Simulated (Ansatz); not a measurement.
# Preparing MgH2 (P4_2/mnm) as a host crystal, part 3 of 4

Aim: the runs on the perfect crystal MgH2 (P4_2/mnm) that a defect calculation needs first.

Ansatz 0.2.0; plane-wave PAW DFT, PBE; relaxation of the host's cell and atoms (the session's first sound run).

So far: Set-up; Host cell relaxation; Defect free supercell relaxed in its symmetry.

### 4. Defect free supercell relaxed from displaced atoms

This step: plane-wave PAW DFT, PBE; relaxation of the defect-free supercell from random displacements, a test of the host's stability (Ansatz 0.2.0).

File pristine.rattled/input.yaml:

```yaml
crystal:
  lattice:
    - [9.0324926351, 0.0, 0.0]
    - [0.0, 9.0324926351, 0.0]
    - [0.0, 0.0, 9.0391416754]
  atoms:
    - { symbol: Mg, position: [0.25, 0.25, 0.1666666667] }
    - { symbol: Mg, position: [0.0, 0.0, 0.0] }
    - { symbol: H, position: [0.3478282766, 0.3478282766, 0.0] }
    - { symbol: H, position: [0.4021717234, 0.0978282766, 0.1666666667] }
    - { symbol: H, position: [0.1521717234, 0.1521717234, 0.0] }
    - { symbol: H, position: [0.0978282766, 0.4021717234, 0.1666666667] }
    - { symbol: Mg, position: [0.25, 0.25, 0.5] }
    - { symbol: Mg, position: [0.0, 0.0, 0.3333333333] }
    - { symbol: H, position: [0.3478282766, 0.3478282766, 0.3333333333] }
    - { symbol: H, position: [0.4021717234, 0.0978282766, 0.5] }
    - { symbol: H, position: [0.1521717234, 0.1521717234, 0.3333333333] }
    - { symbol: H, position: [0.0978282766, 0.4021717234, 0.5] }
    - { symbol: Mg, position: [0.25, 0.25, 0.8333333333] }
    - { symbol: Mg, position: [0.0, 0.0, 0.6666666667] }
    - { symbol: H, position: [0.3478282766, 0.3478282766, 0.6666666667] }
    - { symbol: H, position: [0.4021717234, 0.0978282766, 0.8333333333] }
    - { symbol: H, position: [0.1521717234, 0.1521717234, 0.6666666667] }
    - { symbol: H, position: [0.0978282766, 0.4021717234, 0.8333333333] }
    - { symbol: Mg, position: [0.25, 0.75, 0.1666666667] }
    - { symbol: Mg, position: [0.0, 0.5, 0.0] }
    - { symbol: H, position: [0.3478282766, 0.8478282766, 0.0] }
    - { symbol: H, position: [0.4021717234, 0.5978282766, 0.1666666667] }
    - { symbol: H, position: [0.1521717234, 0.6521717234, 0.0] }
    - { symbol: H, position: [0.0978282766, 0.9021717234, 0.1666666667] }
    - { symbol: Mg, position: [0.25, 0.75, 0.5] }
    - { symbol: Mg, position: [0.0, 0.5, 0.3333333333] }
    - { symbol: H, position: [0.3478282766, 0.8478282766, 0.3333333333] }
    - { symbol: H, position: [0.4021717234, 0.5978282766, 0.5] }
    - { symbol: H, position: [0.1521717234, 0.6521717234, 0.3333333333] }
    - { symbol: H, position: [0.0978282766, 0.9021717234, 0.5] }
    - { symbol: Mg, position: [0.25, 0.75, 0.8333333333] }
    - { symbol: Mg, position: [0.0, 0.5, 0.6666666667] }
    - { symbol: H, position: [0.3478282766, 0.8478282766, 0.6666666667] }
    - { symbol: H, position: [0.4021717234, 0.5978282766, 0.8333333333] }
    - { symbol: H, position: [0.1521717234, 0.6521717234, 0.6666666667] }
    - { symbol: H, position: [0.0978282766, 0.9021717234, 0.8333333333] }
    - { symbol: Mg, position: [0.75, 0.25, 0.1666666667] }
    - { symbol: Mg, position: [0.5, 0.0, 0.0] }
    - { symbol: H, position: [0.8478282766, 0.3478282766, 0.0] }
    - { symbol: H, position: [0.9021717234, 0.0978282766, 0.1666666667] }
    - { symbol: H, position: [0.6521717234, 0.1521717234, 0.0] }
    - { symbol: H, position: [0.5978282766, 0.4021717234, 0.1666666667] }
    - { symbol: Mg, position: [0.75, 0.25, 0.5] }
    - { symbol: Mg, position: [0.5, 0.0, 0.3333333333] }
    - { symbol: H, position: [0.8478282766, 0.3478282766, 0.3333333333] }
    - { symbol: H, position: [0.9021717234, 0.0978282766, 0.5] }
    - { symbol: H, position: [0.6521717234, 0.1521717234, 0.3333333333] }
    - { symbol: H, position: [0.5978282766, 0.4021717234, 0.5] }
    - { symbol: Mg, position: [0.75, 0.25, 0.8333333333] }
    - { symbol: Mg, position: [0.5, 0.0, 0.6666666667] }
    - { symbol: H, position: [0.8478282766, 0.3478282766, 0.6666666667] }
    - { symbol: H, position: [0.9021717234, 0.0978282766, 0.8333333333] }
    - { symbol: H, position: [0.6521717234, 0.1521717234, 0.6666666667] }
    - { symbol: H, position: [0.5978282766, 0.4021717234, 0.8333333333] }
    - { symbol: Mg, position: [0.75, 0.75, 0.1666666667] }
    - { symbol: Mg, position: [0.5, 0.5, 0.0] }
    - { symbol: H, position: [0.8478282766, 0.8478282766, 0.0] }
    - { symbol: H, position: [0.9021717234, 0.5978282766, 0.1666666667] }
    - { symbol: H, position: [0.6521717234, 0.6521717234, 0.0] }
    - { symbol: H, position: [0.5978282766, 0.9021717234, 0.1666666667] }
    - { symbol: Mg, position: [0.75, 0.75, 0.5] }
    - { symbol: Mg, position: [0.5, 0.5, 0.3333333333] }
    - { symbol: H, position: [0.8478282766, 0.8478282766, 0.3333333333] }
    - { symbol: H, position: [0.9021717234, 0.5978282766, 0.5] }
    - { symbol: H, position: [0.6521717234, 0.6521717234, 0.3333333333] }
    - { symbol: H, position: [0.5978282766, 0.9021717234, 0.5] }
    - { symbol: Mg, position: [0.75, 0.75, 0.8333333333] }
    - { symbol: Mg, position: [0.5, 0.5, 0.6666666667] }
    - { symbol: H, position: [0.8478282766, 0.8478282766, 0.6666666667] }
    - { symbol: H, position: [0.9021717234, 0.5978282766, 0.8333333333] }
    - { symbol: H, position: [0.6521717234, 0.6521717234, 0.6666666667] }
    - { symbol: H, position: [0.5978282766, 0.9021717234, 0.8333333333] }
basis:
  ecutwfc: 420
  xc_grid: 2
hamiltonian:
  xc: pbe
kpoints:
  mp_grid: { grid: [1, 1, 1] }
scf:
  occupations: { method: fermi_dirac, width: 0.01 }
  max_iter: 100
  lower_state_search: "off"
output:
  forces: true
relax:
  f_tol: 0.015
  max_steps: 120
  random_displacement: { amplitude: 0.06, seed: 2206 }
checkpoint:
  write: "../pristine.rattled.run"
  compress: false
  write_wavefunctions: false
  write_every: 100000
```

Run with:

```bash
$ ansatz run input.yaml --threads 8 --pin off --max-ram 17899MiB --backend cpu --events-out ev --progress --plain --runs-dir out
```

Numbers of over 12 decimals in the logs are rounded to 6 here.

The program printed:

```text
[...]
Crystal: 72 atoms, lattice volume = 737.467 Å³
Basis set: ecut = 420 eV, 14371 PW (Γ), exchange–correlation on 128×128×128 points (8 copies of the dense FFT grid, shifted against one another)
Bands: 216, of which v1, the nominal top of the filled ones, is band 144 counted from 1 (143 counted from 0)
Symmetry: 1 space group operations
k-points: 1
[...]
SCF iter   1: F=—  HF=-46944.532570 eV  |F-HF|=—  |Δ(HF+E_count)|=         —  Δρ=1.22e-3  dr2=1.07e-2  ethr=1.77e-3  ⟨swp⟩=6.0  Hψ=964  notcnv=0  defer=24
[...]
SCF iter   6: F=-46944.532259 eV  HF=-46944.532259 eV  |F-HF|=7.39e-9  |Δ(HF+E_count)|=   2.92e-7  Δρ=1.39e-6  dr2=1.16e-8  ethr=1.21e-10  ⟨swp⟩=1.0  Hψ=488  notcnv=0
SCF 1 converged in 6 iterations: F = -46944.532259 eV  dr2 = 1.16e-8
[...]
relax step   1: F+E_penalty+E_count = -46944.53225899 eV  Δ(F+E_penalty+E_count) = +0.000e0 eV  max|allowed force component| = 6.514e-1 eV/Å  Δτ_max = 0.0000 Å  (6 SCF iters, dr2 threshold 5.63e-6 eV, accepted)
[...]
relax step   2: F+E_penalty+E_count = -46944.73028471 eV  Δ(F+E_penalty+E_count) = -1.980e-1 eV  max|allowed force component| = 5.996e-1 eV/Å  Δτ_max = 0.1862 Å  (5 SCF iters, dr2 threshold 2.65e-5 eV, accepted)
relax step   3: F+E_penalty+E_count = -46945.12648562 eV  Δ(F+E_penalty+E_count) = -3.962e-1 eV  max|allowed force component| = 1.153e-2 eV/Å  Δτ_max = 0.1230 Å  (5 SCF iters, dr2 threshold 2.25e-5 eV, accepted)
[...]
SCF iter   3: F=-46945.126486 eV  HF=-46945.126486 eV  |F-HF|=2.58e-8  |Δ(HF+E_count)|=   4.10e-7  Δρ=1.67e-6  dr2=2.62e-8  ethr=3.47e-11  ⟨swp⟩=2.0  Hψ=564  notcnv=0
SCF 4 converged in 3 iterations: F = -46945.126486 eV  dr2 = 2.62e-8
relax step   4: F+E_penalty+E_count = -46945.12648588 eV  Δ(F+E_penalty+E_count) = -2.628e-7 eV  max|allowed force component| = 1.143e-2 eV/Å  Δτ_max = 0.0000 Å  (3 SCF iters, accepted)
SCF converged after 3 iterations
Free energy (F): -46945.126486 eV
[...]
Internal energy: -46945.126486 eV  (E = F + TS)
E sigma→0 (E₀):  -46945.126486 eV
Fermi energy:    4.005382 eV
[...]
--- Forces (eV/Å), atoms counted from 1 ---
  atom   1  Mg     0.00691765    -0.00435525     0.00204436
  atom   2  Mg     0.00093951     0.00211801    -0.00360577
  atom   3  H      0.00048206    -0.00062906    -0.00134062
  atom   4  H      0.00376099    -0.01123033     0.00189615
  atom   5  H      0.00203902     0.00256706     0.00517871
  atom   6  H      0.00139177    -0.00653800     0.00043417
  atom   7  Mg     0.00592716     0.00328297    -0.00110342
  atom   8  Mg     0.00158500     0.00273811    -0.00395139
  atom   9  H      0.00699780    -0.00387706    -0.00451660
  atom  10  H     -0.00202973     0.00316680    -0.00110476
  atom  11  H      0.00251169    -0.00385046    -0.00254156
  atom  12  H     -0.00669038     0.00741874    -0.00268240
  atom  13  Mg    -0.00507296     0.00101368    -0.00148321
  atom  14  Mg    -0.00606840     0.00799649    -0.00679649
  atom  15  H     -0.00677896     0.00198839    -0.00274972
  atom  16  H     -0.00124464     0.00305543    -0.00415651
  atom  17  H      0.00285024     0.00387640    -0.00517178
  atom  18  H     -0.00341863     0.00422746    -0.00108100
  atom  19  Mg    -0.00297237    -0.00698606     0.00503808
  atom  20  Mg     0.00438157    -0.00025750     0.00187236
  atom  21  H     -0.00244886     0.00196487     0.00161876
  atom  22  H      0.00026455    -0.00094930     0.00449762
  atom  23  H      0.00246604     0.00086088     0.00079970
  atom  24  H     -0.00024406     0.00579744     0.00311538
  atom  25  Mg     0.00415251     0.00086402    -0.00843820
  atom  26  Mg    -0.00889057    -0.00526403    -0.00633801
  atom  27  H     -0.00134440     0.00660315     0.00137881
  atom  28  H      0.00426160    -0.00276975     0.00304689
  atom  29  H     -0.00072848    -0.00131363     0.00582346
  atom  30  H      0.00470309     0.00013402    -0.00060445
  atom  31  Mg    -0.00172574    -0.00011886    -0.00136900
  atom  32  Mg    -0.00267749     0.00052432    -0.00293215
  atom  33  H     -0.00354460     0.00060059     0.00051491
  atom  34  H     -0.00194867    -0.00051472     0.00051080
  atom  35  H      0.00112948    -0.00188789     0.00016841
  atom  36  H      0.00406378     0.00198964    -0.00438649
  atom  37  Mg    -0.00216210     0.00362701     0.00599350
  atom  38  Mg    -0.00072687    -0.00247777    -0.00802697
  atom  39  H     -0.00076875     0.00328758    -0.00300857
  atom  40  H     -0.00126051    -0.00109844    -0.00230767
[...]
atom  61  Mg     0.00912268     0.00049281     0.00279545
  atom  62  Mg     0.00674814     0.00109964    -0.00022763
  atom  63  H     -0.00023385     0.00201706     0.00590142
  atom  64  H      0.00281710    -0.00048771    -0.00735470
  atom  65  H     -0.00005194     0.00026922     0.00302811
  atom  66  H      0.00675387     0.00004709    -0.00012208
  atom  67  Mg     0.00523905    -0.00480165    -0.00052015
  atom  68  Mg    -0.00086544     0.00094150     0.00276400
  atom  69  H     -0.00325488     0.00452916     0.00122741
  atom  70  H      0.00216126    -0.00897835     0.00642247
  atom  71  H     -0.00084066    -0.00338255     0.00166138
  atom  72  H      0.00203284     0.00126157    -0.00344225
  max |Σ_I F_I| component: 2.67e-5 eV/Å
--- Relaxed structure (4 steps of the walk, 4 accepted, 0 SCFs on fresh bases) ---
  F+E_penalty+E_count = -46945.12648588 eV   max|allowed force component| = 1.143e-2 eV/Å
  atoms:
    - { symbol: Mg, position: [0.249205, 0.250384, 0.167023] }
    - { symbol: Mg, position: [-0.000247, -0.000272, 0.000573] }
    - { symbol: H, position: [0.347484, 0.347766, 0.000404] }
    - { symbol: H, position: [0.402031, 0.098344, 0.167033] }
    - { symbol: H, position: [0.152000, 0.152215, 0.000274] }
    - { symbol: H, position: [0.097414, 0.402854, 0.166978] }
    - { symbol: Mg, position: [0.249430, 0.249593, 0.500564] }
    - { symbol: Mg, position: [-0.000317, -0.000362, 0.333856] }
    - { symbol: H, position: [0.346626, 0.348011, 0.333911] }
    - { symbol: H, position: [0.401901, 0.097503, 0.500377] }
    - { symbol: H, position: [0.151647, 0.152459, 0.333774] }
    - { symbol: H, position: [0.097642, 0.402161, 0.500638] }
    - { symbol: Mg, position: [0.250043, 0.249930, 0.833864] }
    - { symbol: Mg, position: [-6.611526615253068e-5, -0.000663, 0.667315] }
    - { symbol: H, position: [0.347924, 0.347072, 0.667058] }
    - { symbol: H, position: [0.402274, 0.097593, 0.834043] }
    - { symbol: H, position: [0.152121, 0.151848, 0.667471] }
    - { symbol: H, position: [0.097606, 0.402261, 0.833780] }
    - { symbol: Mg, position: [0.250133, 0.750124, 0.166783] }
    - { symbol: Mg, position: [-0.000317, 0.500371, 0.000288] }
    - { symbol: H, position: [0.347869, 0.847680, 0.000269] }
    - { symbol: H, position: [0.402303, 0.597679, 0.166465] }
    - { symbol: H, position: [0.152307, 0.652365, 0.000207] }
    - { symbol: H, position: [0.097449, 0.902012, 0.167053] }
    - { symbol: Mg, position: [0.249861, 0.749974, 0.500467] }
    - { symbol: Mg, position: [0.000224, 0.500384, 0.333990] }
    - { symbol: H, position: [0.347668, 0.847411, 0.333584] }
    - { symbol: H, position: [0.401961, 0.597577, 0.500146] }
    - { symbol: H, position: [0.152448, 0.652472, 0.333514] }
    - { symbol: H, position: [0.097361, 0.902045, 0.500426] }
    - { symbol: Mg, position: [0.250168, 0.749923, 0.833711] }
    - { symbol: Mg, position: [-3.6965733812179365e-5, 0.500029, 0.667164] }
    - { symbol: H, position: [0.347677, 0.847691, 0.667065] }
    - { symbol: H, position: [0.402523, 0.597578, 0.833403] }
    - { symbol: H, position: [0.152252, 0.652414, 0.667079] }
    - { symbol: H, position: [0.097311, 0.901836, 0.834048] }
    - { symbol: Mg, position: [0.750016, 0.250088, 0.166752] }
    - { symbol: Mg, position: [0.500033, 0.000328, 0.000696] }
    - { symbol: H, position: [0.847792, 0.347623, 0.000203] }
    - { symbol: H, position: [0.902231, 0.097608, 0.167195] }
    - { symbol: H, position: [0.652475, 0.152576, 0.000160] }
    - { symbol: H, position: [0.597576, 0.402360, 0.166811] }
    - { symbol: Mg, position: [0.750118, 0.249915, 0.499862] }
    - { symbol: Mg, position: [0.499530, 0.000165, 0.333618] }
    - { symbol: H, position: [0.847313, 0.348399, 0.333351] }
    - { symbol: H, position: [0.902086, 0.097262, 0.500440] }
    - { symbol: H, position: [0.651889, 0.152578, 0.333372] }
    - { symbol: H, position: [0.597592, 0.402314, 0.499903] }
    - { symbol: Mg, position: [0.750309, 0.249940, 0.833307] }
    - { symbol: Mg, position: [0.499778, 0.000339, 0.667195] }
    - { symbol: H, position: [0.847774, 0.347464, 0.666554] }
    - { symbol: H, position: [0.902109, 0.097269, 0.833733] }
    - { symbol: H, position: [0.652315, 0.152348, 0.666656] }
    - { symbol: H, position: [0.597710, 0.402014, 0.833104] }
    - { symbol: Mg, position: [0.749976, 0.749748, 0.167047] }
    - { symbol: Mg, position: [0.500253, 0.499887, -8.836105469967577e-5] }
    - { symbol: H, position: [0.847651, 0.847241, 0.000423] }
    - { symbol: H, position: [0.902735, 0.598020, 0.167265] }
    - { symbol: H, position: [0.652675, 0.652027, 0.000332] }
    - { symbol: H, position: [0.597678, 0.902383, 0.167124] }
    - { symbol: Mg, position: [0.749226, 0.749869, 0.500191] }
    - { symbol: Mg, position: [0.499384, 0.499833, 0.333343] }
    - { symbol: H, position: [0.847377, 0.847420, 0.333613] }
    - { symbol: H, position: [0.902080, 0.597720, 0.500667] }
    - { symbol: H, position: [0.651940, 0.652172, 0.333424] }
    - { symbol: H, position: [0.596991, 0.902322, 0.500325] }
    - { symbol: Mg, position: [0.749600, 0.750216, 0.833585] }
    - { symbol: Mg, position: [0.499946, 0.499737, 0.666580] }
    - { symbol: H, position: [0.847478, 0.847296, 0.666824] }
    - { symbol: H, position: [0.902174, 0.598043, 0.833401] }
    - { symbol: H, position: [0.651882, 0.652484, 0.666914] }
    - { symbol: H, position: [0.597417, 0.902441, 0.833917] }
```

Elapsed: 3.5 s, on 8 threads of Intel Xeon 6975P-C (Granite Rapids), shared host; peak memory 0.84 GiB.

Relaxation path:

```
step  energy less that of the first step (eV)  largest force component (eV/Å)
   1                                   0.0000                          0.6514
   2                                  -0.1980                          0.5996
   3                                  -0.5942                          0.0115
   4                                  -0.5942                          0.0114
```

The relaxation ends 8.3 meV an atom lower than the displaced start, with a largest force component of 0.011 eV/Å.

### 5. Host on a dense mesh

This step: plane-wave PAW DFT, PBE; single point of the defect-free host, a test of the k-point sampling (Ansatz 0.2.0).

System of this step: MgH2 (P4_2/mnm). Symmetry: P4_2/mnm, No. 136, tetragonal system. The conventional cell has a = 4.516 Å, b = 4.516 Å, c = 3.013 Å, α = 90.00°, β = 90.00°, γ = 90.00°. Mg has 6 H at 1.94 to 1.96 Å nearest. Nearest to H lie 3 Mg at 1.94 to 1.96 Å. Farther neighbours are not listed.

File dense/input.yaml:

```yaml
crystal:
  lattice:
    - [4.5162463176, 0.0, 0.0]
    - [0.0, 4.5162463176, 0.0]
    - [0.0, 0.0, 3.0130472251]
  atoms:
    - { symbol: Mg, position: [0.5, 0.5, 0.5] }
    - { symbol: Mg, position: [0.0, 0.0, 0.0] }
    - { symbol: H, position: [0.6956565531, 0.6956565531, 0.0] }
    - { symbol: H, position: [0.8043434469, 0.1956565531, 0.5] }
    - { symbol: H, position: [0.3043434469, 0.3043434469, 0.0] }
    - { symbol: H, position: [0.1956565531, 0.8043434469, 0.5] }
basis:
  ecutwfc: 420
  xc_grid: 2
hamiltonian:
  xc: pbe
kpoints:
  mp_grid: { grid: [6, 6, 9] }
scf:
  occupations: { method: fermi_dirac, width: 0.01 }
  max_iter: 100
  lower_state_search: "off"
checkpoint:
  write: "../dense.run"
  compress: false
  write_wavefunctions: false
  write_every: 100000
```

The program printed:

```text
[...]
Crystal: 6 atoms, lattice volume = 61.456 Å³
Basis set: ecut = 420 eV, 1187 PW (Γ), exchange–correlation on 64×64×48 points (8 copies of the dense FFT grid, shifted against one another)
Bands: 18, of which v1, the nominal top of the filled ones, is band 12 counted from 1 (11 counted from 0)
Symmetry: 16 space group operations
[...]
k-points: 50 of 324
[...]
SCF iter   1: F=—  HF=-3912.186289 eV  |F-HF|=—  |Δ(HF+E_count)|=         —  Δρ=4.61e-4  dr2=5.76e-5  ethr=1.77e-3  ⟨swp⟩=6.0  Hψ=4544  notcnv=0  defer=1
[...]
SCF iter   6: F=-3912.185807 eV  HF=-3912.185807 eV  |F-HF|=3.64e-12  |Δ(HF+E_count)|=  8.91e-10  Δρ=2.21e-7  dr2=1.07e-11  ethr=1.89e-12  ⟨swp⟩=1.0  Hψ=2461  notcnv=0
SCF 1 converged in 6 iterations: F = -3912.185807 eV  dr2 = 1.07e-11
[...]
SCF converged after 6 iterations
Free energy (F): -3912.185807 eV
[...]
Internal energy: -3912.185807 eV  (E = F + TS)
E sigma→0 (E₀):  -3912.185807 eV
Fermi energy:    3.760196 eV
[...]
```

Elapsed: 0.4 s, on 8 threads; peak memory 0.4 GiB.

### 6. Defect free supercell at the zone centre

The supercell is run at the zone centre, to see how far that sampling misses the dense mesh.

System of this step: MgH2 (P4_2/mnm). The cell holds 72 atoms: 24 Mg and 48 H. Cell: a = 9.032 Å, b = 9.032 Å, c = 9.039 Å, α = 90.0°, β = 90.0°, γ = 90.0°.

pristine.sampling_gamma/input.yaml, as its differences from pristine.rattled/input.yaml of step 4:

```diff
@@ -89,10 +89,4 @@
   lower_state_search: "off"
-output:
-  forces: true
-relax:
-  f_tol: 0.015
-  max_steps: 120
-  random_displacement: { amplitude: 0.06, seed: 2206 }
 checkpoint:
-  write: "../pristine.rattled.run"
+  write: "../pristine.sampling_gamma.run"
   compress: false
```

The program printed:

```text
[...]
Crystal: 72 atoms, lattice volume = 737.467 Å³
Basis set: ecut = 420 eV, 14371 PW (Γ), exchange–correlation on 128×128×128 points (8 copies of the dense FFT grid, shifted against one another)
Bands: 216, of which v1, the nominal top of the filled ones, is band 144 counted from 1 (143 counted from 0)
Symmetry: 192 space group operations
[...]
k-points: 1
[...]
SCF iter   1: F=—  HF=-46945.125751 eV  |F-HF|=—  |Δ(HF+E_count)|=         —  Δρ=1.15e-3  dr2=8.92e-3  ethr=1.77e-3  ⟨swp⟩=6.0  Hψ=978  notcnv=0  defer=17
[...]
SCF iter   6: F=-46945.126659 eV  HF=-46945.126659 eV  |F-HF|=5.58e-9  |Δ(HF+E_count)|=   2.62e-7  Δρ=1.06e-6  dr2=4.13e-9  ethr=3.47e-11  ⟨swp⟩=3.0  Hψ=318  notcnv=0
SCF 1 converged in 6 iterations: F = -46945.126659 eV  dr2 = 4.13e-9
[...]
SCF converged after 6 iterations
Free energy (F): -46945.126659 eV
[...]
Internal energy: -46945.126659 eV  (E = F + TS)
E sigma→0 (E₀):  -46945.126659 eV
Fermi energy:    4.004430 eV
[...]
```

Wall time 0.86 s (8 threads); peak memory 0.83 GiB.

(Part 3 of 4 ends here.)

[Logs are printed without paths, hosts, clocks, repeated set-up lines and the standing remarks that a program may print on its own settings, such as how far it seeks lower states.]

[Hosts, paths, dates, database ids (printed as entryN), source tags and the programs' standing remarks are cut or masked in the printed files.]

[Runs of the host that timed out are not shown.]

[For some hosts the program warned that the k-mesh of the response run may be too coarse for force constants and the static dielectric constant; such warnings are not always shown.]
